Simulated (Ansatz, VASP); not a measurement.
**One calculation of BeTe, two programs**

```
Te Be
1.0
     0.00000    2.77000    2.77000
     2.77000    0.00000    2.77000
     2.77000    2.77000    0.00000
Te Be
1 1
Direct
  0.75000 0.75000 0.75000
  0.00000 0.00000 0.00000
```

Alike in both runs: task band structure; functional r2SCAN50; k mesh 4 × 4 × 4; occupations fermi-dirac, width 0.05 eV; no spin polarisation.

|  | VASP | Ansatz |
| --- | --- | --- |
| version | VASP 6.6.1 | Ansatz 0.2.0 |
| potentials or method | VASP PAW PBE potentials, release 64 (Te, Be) | Ansatz PAW |
| plane-wave cutoff (eV) | 520 | 500 |
| valence electrons in the cell | 8 | 18 |

Ansatz gave:

* gap on the k mesh at the Fermi level (eV): 4.66
* least direct gap on the mesh (eV): 6.77
* pressure (GPa): 3.1

Question: Which values does VASP return?

Answer: gap on the k mesh at the Fermi level (eV): 4.73; least direct gap on the mesh (eV): 6.91; pressure (GPa): 2.3.

The two sets of potentials don't hold the same shells in valence.

Caveats: the k mesh is coarse (spacing up to 0.49 Å⁻¹), so the values aren't converged, least of all with exact exchange; spin-orbit coupling is left out, which moves the levels of the heavy elements; an unscreened hybrid on a path of extra k points without a Coulomb cutoff has errors near the mesh points, so the bands along the path aren't reliable (VASP); the PAW data sets were made with another functional, which shifts forces and pressure a little (VASP); the PAW data sets come from PBE, with cores solved anew for the run's functional, which leaves a small shift of forces and pressure (Ansatz); the thresholds are loose for stress (Ansatz).
